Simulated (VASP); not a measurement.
The system is PbS.

```xyz
2
Lattice="0.0000 2.9881 2.9881 2.9881 0.0000 2.9881 2.9881 2.9881 0.0000" Properties=species:S:1:pos:R:3 pbc="T T T"
Pb    2.9881    2.9881    2.9881
S     0.0000    0.0000    0.0000
```

The cell is a database's computed one.

| Item | Value |
| --- | --- |
| Program | VASP 6.6.1 |
| Task | relaxation of cell and atoms |
| Functional | PBEsol |
| Potentials or basis | VASP PAW PBE potentials, release 64 (Pb_d, S) |
| Cutoff | 300 eV |
| k mesh | 10 × 10 × 10 |
| Occupations | gaussian, width 0.02 eV |
| Spin | no spin polarisation |

At the start: pressure -2.5 GPa; volume 26.68 Å³/atom.

How do energy, volume and symmetry change on relaxing?

Over 3 steps the energy falls by 9.7 meV/atom and the volume is 25.50 Å³/atom (-4.4 %); space group Fm-3m (No. 225, to 0.05 Å).

Step by step:
| step | energy change (eV) | largest force (eV/Å) | pressure (GPa) | volume (Å³) |
| --- | --- | --- | --- | --- |
| 1 | 0.0000 | 0.0000 | -2.53 | 53.36 |
| 2 | -0.0168 | 0.0000 | 1.12 | 50.17 |
| 3 | -0.0195 | 0.0000 | -0.01 | 51.01 |

Final structure:
```
Pb S
1.0
     0.00000    2.94348    2.94348
     2.94348    0.00000    2.94348
     2.94348    2.94348    0.00000
Pb S
1 1
Direct
  0.50000 0.50000 0.50000
  0.00000 0.00000 0.00000
```

Caveat: the cutoff is under 1.25 times the usual one of these potentials, so pressure, stress and relaxed cells hold a basis-set (Pulay) error; the PAW data sets were made with another functional, which shifts forces and pressure a little.
